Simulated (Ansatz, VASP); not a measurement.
## Cross-check of Ca2H34S2O25 between VASP and Ansatz

Aim: how closely do two programs agree when they are given the same cell, functional and k mesh? The cell is taken from a series of runs on this material, whose earlier steps may have relaxed, scaled, displaced or heated it; both programs get it as it stands.

Calculated with Ansatz 0.2.0; plane waves, with VASP 6.6.1 beside it; single point at PBE with D3(BJ).

## 1. The starting structure

The cell holds 189 atoms: 75 O, 6 S, 102 H and 6 Ca. Its edges and angles: a = 10.669 Å, b = 10.669 Å, c = 25.709 Å, α = 90.0°, β = 90.0°, γ = 90.0°. Vacuum lies along c.

## 2. Ansatz: single point, PBE with D3(BJ)

Ansatz runs on its default PAW (the set named soft_2) files.

A single point gives forces, pressure and levels at one fixed geometry, so differences don't come from the geometry; what else differs is listed under the comparison.

The input, input.yaml:

```yaml
crystal:
  lattice:
    - [10.6686, 0.0, 0.0]
    - [0.0, 10.6686, 0.0]
    - [0.0, 0.0, 25.7091]
  atoms:
    - { symbol: O, position: [0.22519, 0.14657, 0.595] }
    - { symbol: S, position: [0.34454, 0.1527, 0.56978] }
    - { symbol: O, position: [0.36651, 0.02164, 0.55673] }
    - { symbol: O, position: [0.44698, 0.20662, 0.59811] }
    - { symbol: O, position: [0.33187, 0.22106, 0.52057] }
    - { symbol: O, position: [0.21049, 0.10434, 0.2518] }
    - { symbol: S, position: [0.3212, 0.15947, 0.27561] }
    - { symbol: O, position: [0.39588, 0.22753, 0.23901] }
    - { symbol: O, position: [0.39826, 0.05686, 0.29585] }
    - { symbol: O, position: [0.28765, 0.24514, 0.3185] }
    - { symbol: O, position: [0.12623, 0.71396, 0.62022] }
    - { symbol: S, position: [0.02172, 0.64628, 0.64442] }
    - { symbol: O, position: [0.91287, 0.72449, 0.65659] }
    - { symbol: O, position: [0.06689, 0.5968, 0.69287] }
    - { symbol: O, position: [0.98662, 0.54421, 0.6127] }
    - { symbol: O, position: [0.67042, 0.20522, 0.68642] }
    - { symbol: S, position: [0.73717, 0.10691, 0.6581] }
    - { symbol: O, position: [0.66175, 0.99003, 0.6599] }
    - { symbol: O, position: [0.86326, 0.09065, 0.68031] }
    - { symbol: O, position: [0.74274, 0.14997, 0.60436] }
    - { symbol: O, position: [0.03173, 0.86567, 0.35133] }
    - { symbol: S, position: [0.96748, 0.84093, 0.39998] }
    - { symbol: O, position: [0.88778, 0.73319, 0.39576] }
    - { symbol: O, position: [0.89357, 0.94839, 0.41522] }
    - { symbol: O, position: [0.05898, 0.82491, 0.43991] }
    - { symbol: O, position: [0.68849, 0.44539, 0.40732] }
    - { symbol: S, position: [0.55498, 0.45487, 0.39504] }
    - { symbol: O, position: [0.52393, 0.39857, 0.34489] }
    - { symbol: O, position: [0.52028, 0.58817, 0.39401] }
    - { symbol: O, position: [0.4827, 0.38521, 0.43269] }
[... 153 atom lines left out ...]
    - { symbol: Ca, position: [0.02853, 0.201, 0.72604] }
    - { symbol: Ca, position: [0.43098, 0.44591, 0.26674] }
    - { symbol: Ca, position: [0.0217, 0.95951, 0.50839] }
    - { symbol: Ca, position: [0.61573, 0.34026, 0.61626] }
    - { symbol: Ca, position: [0.28508, 0.44192, 0.48118] }
    - { symbol: Ca, position: [0.67403, 0.00654, 0.41589] }
kpoints:
  mp_grid: { grid: [1, 1, 1] }
hamiltonian:
  xc: pbe
  dispersion: d3bj
scf:
  occupations: { method: fixed }
output:
  forces: true
```

Command:

```console
$ ansatz run input.yaml --threads 4 --pin off --max-ram 8192MiB --backend cpu --events-out ev --progress --plain --runs-dir out
```

Numbers of over 12 decimals in the logs are rounded to 6 here.

Log:

```text
Engine: ansatz 0.2.0, aarch64-unknown-linux-gnu
Pseudopotentials: kind: paw
Pseudopotential: O, paw, valence charge 6, recommended cutoff 420 eV (normal), O.paw.azcp
Pseudopotential: S, paw, valence charge 6, recommended cutoff 420 eV (normal), S.paw.azcp
Pseudopotential: H, paw, valence charge 1, recommended cutoff 420 eV (normal), H.paw.azcp
Pseudopotential: Ca, paw, valence charge 10, recommended cutoff 420 eV (normal), Ca.paw.azcp
Functional definition: PBE
  parameter kappa = 0.804
  parameter beta = 0.066725
  exchange = pbe_x(kappa = kappa, mu = beta*pi^2/3)
  correlation = pbe_c(beta = beta)
Crystal: 189 atoms, lattice volume = 2926.185 Å³
Basis set: ecut = 420 eV, 57201 PW (Γ), exchange–correlation on 144×144×360 points (8 copies of the dense FFT grid, shifted against one another)
Bands: 513, of which v1, the nominal top of the filled ones, is band 324 counted from 1 (323 counted from 0)
Symmetry: 1 space group operations
Space group: P1 (ITA 1), of the structure as read, at distance tolerance 1.4e-4 Å
k-points: 1
Non-local potential: O, projectors of the file, l = 0: 2, l = 1: 2, l = 2: 1
Non-local potential: S, projectors of the file, l = 0: 2, l = 1: 2, l = 2: 2
Non-local potential: H, projectors of the file, l = 0: 2, l = 1: 1
Non-local potential: Ca, projectors of the file, l = 0: 3, l = 1: 2, l = 2: 2
PAW form: soft (Blöchl's): semilocal exchange-correlation on the pseudo side does not see the compensation charge
PAW one-centre angular grid: O, 110 points (default); XC on 64 Gauss nodes
PAW one-centre angular grid: S, 110 points (default); XC on 64 Gauss nodes
PAW one-centre angular grid: H, 110 points (default); XC on 64 Gauss nodes
PAW one-centre angular grid: Ca, 110 points (default); XC on 64 Gauss nodes
Initial density: superposition of atomic densities (neutral atoms: chi_scale 0, normalization atom), corrected by the library's trained network
Initial wavefunctions: pseudopotential atomic-orbital guess
Functional: x = pbe(κ = 0.804, μ = 0.219515), c = pbe(β = 0.066725)
SCF iter   1: F=—  HF=-60531.202285 eV  |F-HF|=—  |Δ(HF+E_count)|=         —  Δρ=2.69e-3  dr2=3.10e-1  ethr=1.77e-3  ⟨swp⟩=5.0  Hψ=1766  notcnv=0  defer=187
preconditioner: auto → Resta (q_TF=auto, 2.122 Å⁻¹)  ε∞=2.0  [insulator: Δε(μ)=4.436 eV  Ē_g=17.498 eV  n_scr=460 (ndim 8)  ℏωp=17.2 eV  f_vac=0.456  ε∞_Penn≈2.0  vacuum switching on, ρ_ref=2.2e-2 e/Å³]
SCF iter   2: F=—  HF=-60531.023059 eV  |F-HF|=—  |Δ(HF+E_count)|=   1.79e-1  Δρ=1.46e-3  dr2=5.07e-2  ethr=4.79e-5  ⟨swp⟩=2.0  Hψ=719  notcnv=0  defer=187
SCF iter   3: F=—  HF=-60531.021304 eV  |F-HF|=—  |Δ(HF+E_count)|=   1.75e-3  Δρ=6.34e-4  dr2=1.07e-2  ethr=7.83e-6  ⟨swp⟩=3.0  Hψ=650  notcnv=0  defer=98
automatic band count: iteration 3 solves 424 bands in place of 513: the levels show a gap, and the empty bands left out lie too high to hold charge; the band table lists the bands solved (type scf.n_extra_bands for more)
SCF iter   4: F=—  HF=-60531.020736 eV  |F-HF|=—  |Δ(HF+E_count)|=   5.68e-4  Δρ=2.01e-4  dr2=8.01e-4  ethr=1.65e-6  ⟨swp⟩=3.0  Hψ=644  notcnv=0  defer=98
SCF iter   5: F=—  HF=-60531.020980 eV  |F-HF|=—  |Δ(HF+E_count)|=   2.44e-4  Δρ=9.75e-5  dr2=2.06e-4  ethr=1.24e-7  ⟨swp⟩=3.0  Hψ=656  notcnv=0  defer=98
SCF iter   6: F=—  HF=-60531.020938 eV  |F-HF|=—  |Δ(HF+E_count)|=   4.21e-5  Δρ=2.30e-5  dr2=9.02e-6  ethr=3.18e-8  ⟨swp⟩=3.0  Hψ=654  notcnv=0  defer=98
SCF iter   7: F=—  HF=-60531.023231 eV  |F-HF|=—  |Δ(HF+E_count)|=   2.29e-3  Δρ=7.59e-6  dr2=9.28e-7  ethr=1.39e-9  ⟨swp⟩=2.0  Hψ=745  notcnv=0  defer=97
SCF iter   8: F=—  HF=-60531.023231 eV  |F-HF|=—  |Δ(HF+E_count)|=   9.36e-7  Δρ=3.18e-6  dr2=2.03e-7  ethr=1.43e-10  ⟨swp⟩=3.0  Hψ=727  notcnv=0  defer=98
SCF iter   9: F=-60531.023231 eV  HF=-60531.023231 eV  |F-HF|=4.16e-9  |Δ(HF+E_count)|=   1.25e-8  Δρ=8.80e-7  dr2=1.30e-8  ethr=1.54e-11  ⟨swp⟩=5.0  Hψ=1309  notcnv=0
SCF 1 converged in 9 iterations: F = -60531.023231 eV  dr2 = 1.30e-8
  greatest PAW one-centre occupation: 0.995 electrons in one spin orbital (limit 2), on the Ca atom at site 186 (counted from 0), in its partial waves of l = 0
SCF converged after 9 iterations
Free energy (F): -60531.023231 eV
Harris-Foulkes:  -60531.023231 eV  (|F-HF|=4.16e-9)
Internal energy: -60531.023231 eV  (E = F + TS)
E sigma→0 (E₀):  -60531.023231 eV
Fermi energy:    -2.340945 eV
--- Per-component energies (eV) ---
  E_band       = -7244.846298
  E_kinetic    = 16990.547715
  E_local      = -281252.489383  (includes V_loc(G=0)·N_el)
  E_nonlocal   = 4320.861456
  E_hartree    = 132845.564737
  E_xc         = -7837.064907
  E_vxc        = -9770.593795  (∫ρ·V_xc dr)
  E_paw        = -20713.252950  (= ΣΔE_a)
  E_vpaw       = -3224.375749  (= ΣTr[D̂ρ^β])
  E_aug_tail   = 0.069817  (compensation charges beyond the density's cutoff)
  E_ewald      = 95125.011310
  E_disp       = -10.271026  (pairwise vdW)
[...]
atom  25  O      2.91398162    -1.16699723     2.78464084
  atom  26  O      1.04549848    -0.65457988     0.21955357
  atom  27  S     -0.22860918     1.81861741    -2.82935209
  atom  28  O      0.47847179    -0.36826061    -1.36542323
  atom  29  O     -0.91786463     0.73804181     0.33107066
  atom  30  O     -2.09557470    -0.86682211     2.61810432
  atom  31  O      0.17559391     0.25727570    -0.81616016
  atom  32  H      0.05609994     0.55516827    -0.47056379
  atom  33  H     -0.23026568    -0.64860602     1.46637532
  atom  34  O      0.64776302     1.05545198    -0.92115891
  atom  35  H     -0.33655208    -1.15539689     0.97220065
  atom  36  H     -0.22880154     0.59394124    -0.11216002
  atom  37  O     -0.32256952    -0.04007810     0.08493671
  atom  38  H      0.19319804     0.31351747     0.79902345
  atom  39  H     -0.09028716    -0.68358221    -0.82177260
  atom  40  O      0.51332252    -0.17631372     0.18461582
  atom  41  H     -0.89733853     0.25638320    -0.30998110
  atom  42  H      0.52133956     0.36183499     0.16423305
  atom  43  O     -0.47217256    -0.78874927    -0.34731657
  atom  44  H     -0.78411824    -0.16831015    -0.83249066
  atom  45  H      1.25911772     0.24279182     0.81884609
  atom  46  O      0.23652506    -0.94436490    -0.05943015
  atom  47  H      0.11941739    -0.28219320     0.63889393
  atom  48  H     -0.17809444     1.45178839    -0.55139646
[...]
atom 182  H      0.33952199     0.80254486     0.32346313
  atom 183  H      0.07655040     0.00643016    -1.28328839
  atom 184  Ca     0.34437658    -0.10052756     0.45984470
  atom 185  Ca     0.13572144    -0.38049677     0.30356319
  atom 186  Ca    -0.38933050     0.27123697     1.03587663
  atom 187  Ca     0.05556744     1.07569123    -1.02150889
  atom 188  Ca    -0.47842364     0.36787409     0.38328159
  atom 189  Ca    -0.20598287     0.57624254     0.80893719
  max |Σ_I F_I| component: 7.94e-5 eV/Å
```

Reading the cycles: dr2 is the Hartree energy of the density residual (eV), the measure of convergence; HF is the Harris–Foulkes estimate of the energy, which meets the free energy F at convergence.

## 3. VASP: single point, PBE with D3(BJ)

The same cell, functional and mesh now go to VASP, with its own data sets.

Lines of VASP's logs that name or quote its potential files are left out, and so is its time.

The input, INCAR:

```
SYSTEM = Ca2H34S2O25
PREC = Accurate
ENCUT = 520
EDIFF = 1E-06
NELM = 120
ISMEAR = 0
SIGMA = 0.01
LREAL = Auto
ALGO = Normal
GGA = PE
IVDW = 12
NBANDS = 456
LORBIT = 11
LWAVE = .FALSE.
LCHARG = .FALSE.
ISIF = 2
LASPH = .TRUE.
GGA_COMPAT = .FALSE.
EFERMI = MIDGAP
```

The input, POSCAR:

```
Ca2H34S2O25
1.0
   10.6686000000      0.0000000000      0.0000000000
    0.0000000000     10.6686000000      0.0000000000
    0.0000000000      0.0000000000     25.7091000000
O S H Ca
75 6 102 6
Direct
    0.2251900000      0.1465700000      0.5950000000
    0.3665100000      0.0216400000      0.5567300000
    0.4469800000      0.2066200000      0.5981100000
    0.3318700000      0.2210600000      0.5205700000
    0.2104900000      0.1043400000      0.2518000000
    0.3958800000      0.2275300000      0.2390100000
    0.3982600000      0.0568600000      0.2958500000
    0.2876500000      0.2451400000      0.3185000000
    0.1262300000      0.7139600000      0.6202200000
    0.9128700000      0.7244900000      0.6565900000
    0.0668900000      0.5968000000      0.6928700000
    0.9866200000      0.5442100000      0.6127000000
    0.6704200000      0.2052200000      0.6864200000
    0.6617500000      0.9900300000      0.6599000000
    0.8632600000      0.0906500000      0.6803100000
    0.7427400000      0.1499700000      0.6043600000
    0.0317300000      0.8656700000      0.3513300000
    0.8877800000      0.7331900000      0.3957600000
    0.8935700000      0.9483900000      0.4152200000
    0.0589800000      0.8249100000      0.4399100000
    0.6884900000      0.4453900000      0.4073200000
    0.5239300000      0.3985700000      0.3448900000
    0.5202800000      0.5881700000      0.3940100000
    0.4827000000      0.3852100000      0.4326900000
    0.6314300000      0.3784600000      0.2260800000
    0.3048800000      0.4651100000      0.1893700000
    0.5491100000      0.5610800000      0.5779000000
    0.9605100000      0.0267100000      0.7861700000
    0.4440000000      0.8571000000      0.2438800000
    0.1282800000      0.0312000000      0.6801600000
[... 153 atom lines left out ...]
    0.0285300000      0.2010000000      0.7260400000
    0.4309800000      0.4459100000      0.2667400000
    0.0217000000      0.9595100000      0.5083900000
    0.6157300000      0.3402600000      0.6162600000
    0.2850800000      0.4419200000      0.4811800000
    0.6740300000      0.0065400000      0.4158900000
```

The input, KPOINTS:

```
Automatic mesh
0
Gamma
1 1 1
0 0 0
```

Potentials, in the order of the species: O, S, H and Ca_sv (PBE family, release 64).

Command:

```console
$ export OMP_NUM_THREADS=3
$ mpirun -np 1 vasp_gam
```

Log:

```text
[banner, memory and clock lines left out]
running    1 mpi-ranks, on    1 nodes
[...]
Offloading initialized ...    1 GPUs detected
[...]
LDA part: xc-table for (Slater+PW92), standard interpolation
 POSCAR, INCAR and KPOINTS ok, starting setup
[...]
entering main loop
       N       E                     dE             d eps       ncg     rms          rms(c)
DAV:   1     0.669900635726E+04    0.66990E+04   -0.34413E+05   976   0.130E+03
DAV:   2    -0.224253717946E+03   -0.69233E+04   -0.66369E+04  1160   0.340E+02
DAV:   3    -0.105449031904E+04   -0.83024E+03   -0.82405E+03  1096   0.125E+02
DAV:   4    -0.107806463018E+04   -0.23574E+02   -0.23470E+02  1144   0.225E+01
[...]
DAV:  27    -0.971011374698E+03   -0.19765E-05   -0.88038E-08   768   0.376E-04    0.313E-04
DAV:  28    -0.971011376700E+03   -0.20019E-05   -0.10440E-07   760   0.353E-04    0.174E-04
DAV:  29    -0.971011377332E+03   -0.63219E-06   -0.42884E-08   768   0.230E-04
   1 F= -.98128131E+03 E0= -.98128131E+03  d E =0.000000E+00
```

Parts of OUTCAR (step 3):

```text
  FREE ENERGIE OF THE ION-ELECTRON SYSTEM (eV)
  ---------------------------------------------------
  free  energy   TOTEN  =      -981.2813131508 eV

  energy  without entropy=     -981.2813131508  energy(sigma->0) =     -981.28131315
```

## 4. Comparison

Known differences besides the potentials themselves: fixed occupations in Ansatz, narrow Gaussian smearing in VASP; the cutoff is 420 eV in Ansatz and 520 eV in VASP (PREC = Accurate, projectors in real space). Total energies have different zeros and are not compared.

Both answers:

```csv
quantity,Ansatz,VASP,difference
gap on the k mesh (eV),4.317,4.339,-0.022
```

Forces on 7 of the 189 atoms, those with the largest forces and the largest differences (eV/Å; atoms numbered as in POSCAR):

```csv
atom,"Ansatz x, y, z","VASP x, y, z"
O1,"-2.810, 1.184, 1.906","-2.447, 1.197, 1.725"
O6,"1.828, 2.184, -2.789","1.577, 1.938, -2.501"
O11,"1.129, -0.984, 3.386","0.993, -0.836, 3.043"
O12,"-1.237, -3.535, -3.522","-1.094, -3.104, -3.202"
O20,"2.914, -1.167, 2.785","2.602, -1.142, 2.415"
O24,"-2.096, -0.867, 2.618","-1.866, -0.665, 2.348"
S81,"-0.229, 1.819, -2.829","-0.295, 1.716, -2.781"
```

The forces differ by 84 meV/Å r.m.s., which is 11.3 % of the r.m.s. force of 0.744 eV/Å (both taken over all components). A gap on the mesh is an upper bound, since the band edges may lie between its points. With vacuum in the cell, a pressure given here is an average over mostly empty space and none of the material.

## 5. Results

* r.m.s. force difference (single point, PBE with D3(BJ)): 11 % of the r.m.s. force

What this shows: The r.m.s. force difference is 11 % of the r.m.s. force (single point, PBE with D3(BJ)), beyond the 3 % picked in this series as the mark of a large difference. What causes the difference of the single point, PBE with D3(BJ) pair stays open here. Such differences can come from data sets, numerical settings and the points named under the comparisons, not from the functional's error against experiment.

[Lines on the potential files, build, host, timing and source positions are cut from VASP's logs without a mark.]

[Logs are printed without paths, hosts, clocks, repeated set-up lines and the standing remarks that a program may print on its own settings, such as how far it seeks lower states.]

[Hosts, paths, dates, database ids (printed as entryN), source tags and the programs' standing remarks are cut or masked in the printed files.]
